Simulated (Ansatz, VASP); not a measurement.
## Al3Au, level by level in two programs

```
Au Al
1.0
    -2.05199    2.05199    4.10998
     2.05199   -2.05199    4.10998
     2.05199    2.05199   -4.10998
Au Al
1 3
Direct
  0.00000 0.00000 0.00000
  0.50000 0.50000 0.00000
  0.25000 0.75000 0.50000
  0.75000 0.25000 0.50000
```

Change from the starting cell: volume scaled by 1.04.

Single points on this cell with VASP 6.6.1 and Ansatz 0.2.0. Each row is one pair of runs. Alike in all rows: spin: off; k mesh: 9 × 9 × 9; smearing: fermi-dirac, width 0.05 eV; VASP's potentials, cutoff: VASP PAW PBE potentials, release 64 (Au, Al), 520 eV.

| level | Ansatz's potentials, cutoff | gap on the k mesh at the Fermi level (eV), VASP | gap on the k mesh at the Fermi level (eV), Ansatz | pressure (GPa), VASP | pressure (GPa), Ansatz | largest component of the traceless stress (GPa), VASP | largest component of the traceless stress (GPa), Ansatz |
| --- | --- | --- | --- | --- | --- | --- | --- |
| PBE | Ansatz PAW, 420 eV | none | none | -3.1 | -3.0 | 0.21 | 0.22 |
| r2SCAN | Ansatz PAW, 500 eV | none | none | -6.5 | -6.2 | 0.17 | 0.18 |
| PBEsol | Ansatz PAW, 420 eV | ? | none | ? | -5.9 | ? | 0.24 |

**Question.** Fill in what VASP gave in row 3.

**Answer.** gap on the k mesh at the Fermi level (eV): none; pressure (GPa): -5.9; largest component of the traceless stress (GPa): 0.23.

A gap of «none» marks a metal or a gap that the smearing closes.

Caveats: the PAW data sets were made with another functional, which shifts forces and pressure a little (VASP); the PAW data sets come from PBE, with cores solved anew for the run's functional, which leaves a small shift of forces and pressure (Ansatz).
